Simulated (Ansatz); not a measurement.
## Structure types of Fe compared at 140 GPa

Structure types of Fe are relaxed in primitive cells with their symmetry kept at 140 GPa, on PAW files; LAPW relaxes the small cells further and takes the PAW cell for the others (marked *). The enthalpy is E + pV at zero temperature, without zero-point motion. Only the types listed were tried, and differences under about 5 meV/atom are mesh noise. Not among the end structures: fcc, which may lie lower.

Level of theory: DFT with PBE, scalar-relativistic, in Ansatz 0.2.0; Fermi–Dirac smearing of 0.08 eV, spin-polarised from start moments Fe 2.5 μB. LAPW: all electrons, basis error target 0.5 meV/atom; PAW: frozen-core files, cutoff 420 eV.

k meshes: bcc 21×21×21, hcp 19×19×11, diamond 15×15×15, dhcp 16×16×5, sc 18×18×18.

Other magnetic orders may lie lower.

```tsv
start type	ends as	a, b, c (Å)	V (Å³/atom)	H − H(lowest), LAPW (meV/atom)	moment (μB/atom)
bcc	bcc, Im-3m	2.534, 2.534, 2.534	8.13	?	1.51
hcp	hcp, P6_3/mmc	2.249, 2.249, 3.574	7.82	0.0	0.00
diamond	diamond, Fd-3m	4.285, 4.285, 4.285	9.84	3575.1	0.00
dhcp*	dhcp, P6_3/mmc	2.239, 2.239, 7.227	7.85	83.9	0.00
sc	sc, Pm-3m	2.034, 2.034, 2.034	8.41	?	0.00
```

Q: What belongs in the row "bcc", column "H − H(lowest), LAPW (meV/atom)"?

A: 410.7.

Q: Give the missing entry: row "sc", column "H − H(lowest), LAPW (meV/atom)".

A: 1791.7.
